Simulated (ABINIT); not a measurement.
Set up this calculation in ABINIT 10.8.3 (patched build), as the native input.

- Task: band structure
- Functional: revPBE
- Potentials or basis: JTH PAW PBE v2.0
- Cutoff: 626 eV
- k mesh: 10 × 10 × 9
- Occupations: fermi-dirac, width 0.05 eV
- Spin: no spin polarisation
- Fine-grid cutoff: 1224.51 eV

WC (Qusongite):

```xyz
2
Lattice="2.9065 0.0000 0.0000 -1.4532 2.5171 0.0000 0.0000 0.0000 2.8366" Properties=species:S:1:pos:R:3 pbc="T T T"
W     0.0000    0.0000    0.0000
C     1.4533    0.8390    1.4183
```

One way to write it, as run:

run.abi

```
# Datasets: ground state, then fixed potential
ndtset 2

# Pseudopotentials
pp_dirpath "./"
pseudos "W.GGA_PBE-JTH.xml, C.GGA_PBE-JTH.xml"

# Structure
acell 5.4924889812 5.4924889812 5.3603971251
rprim
     1.0000000000     0.0000000000     0.0000000000
    -0.5000000000     0.8660254038     0.0000000000
     0.0000000000     0.0000000000     1.0000000000
ntypat 2
znucl 74 6
natom 2
typat 1 2
xred
     0.0000000000     0.0000000000     0.0000000000
     0.6666666667     0.3333333333     0.5000000000

# Plane-wave basis
ecut 23.0
pawecutdg 45.0
pawxcdev 0

# Exchange and correlation
ixc 14

# Bands and occupations
occopt 3
tsmear 0.00183747

# SCF cycle
nstep 100

# Output
iomode 3
prtwf 0
prteig 0
prtebands 0
enunit 1
prtden1 1
prtvha1 1
prtvclmb1 1
prtpot1 1

# Dataset 1
kptopt1 1
ngkpt1 10 10 9
nshiftk1 1
shiftk1 0.0 0.0 0.0
nband1 13
tolvrs1 1.0e-9

# Dataset 2: bands along G-M-K-G-A-L-H-A
iscf2 -2
getden2 1
nband2 19
nbdbuf2 4
tolwfr2 1.0e-11
kptopt2 -7
ndivsm2 8
prteig2 1
kptbounds2
     0.0000000000     0.0000000000     0.0000000000
     0.5000000000     0.0000000000     0.0000000000
     0.3333333333     0.3333333333     0.0000000000
     0.0000000000     0.0000000000     0.0000000000
     0.0000000000     0.0000000000     0.5000000000
     0.5000000000     0.0000000000     0.5000000000
     0.3333333333     0.3333333333     0.5000000000
     0.0000000000     0.0000000000     0.5000000000
```

Potentials or basis: JTH PAW PBE v2.0.

Launch:

```console
$ abinit run.abi > log 2>&1
```

Results of the run:

```yaml
Pressure: 9.2 GPa
Band_gap_on_the_k_mesh: none (metal or under the smearing width)
Valence_electrons_inside_the_program's_atomic_spheres: W 11.87; C 2.47
```

Caveat: the PAW data sets were made with another functional, which shifts forces and pressure a little; spin-orbit coupling is left out, which moves the levels of the heavy elements.

Wall time 30 s on 1 thread of Arm Neoverse V2 (shared host), peak memory 0.12 GiB.
